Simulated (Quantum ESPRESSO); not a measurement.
## GaN in Quantum ESPRESSO: the effect of functional

The system is GaN.

```xyz
2
Lattice="0.0000 2.2535 2.2535 2.2535 0.0000 2.2535 2.2535 2.2535 0.0000" Properties=species:S:1:pos:R:3 pbc="T T T"
Ga    0.0000    0.0000    0.0000
N     1.1268    1.1268    1.1268
```

The cell is a database's computed one.

Alike in all runs:

* Program: Quantum ESPRESSO 7.5
* Task: band structure
* Potentials or basis: SG15 PBE 1.2
* Cutoff: 1197 eV
* Density cutoff: 4789 eV
* k mesh: 10 × 10 × 10
* Occupations: fermi-dirac, width 0.05 eV
* Spin: no spin polarisation

```tsv
functional	gap on the mesh (eV)	pressure (GPa)
LDA	?	?
PBEsol	1.65	0.2
RPBE	1.90	9.4
AM05	1.69	0.2
EV93PW91	2.31	22.6
BLYP	1.87	10.5
```

**Question.** What does the run with functional LDA give?

**Answer.** gap on the mesh 1.54 eV; pressure -4.4 GPa.

Caveats: the potentials were made for another functional, which shifts forces and pressure; the potentials were made for a functional far from this one (some runs).

Runs at the PBE level aren't shown here.
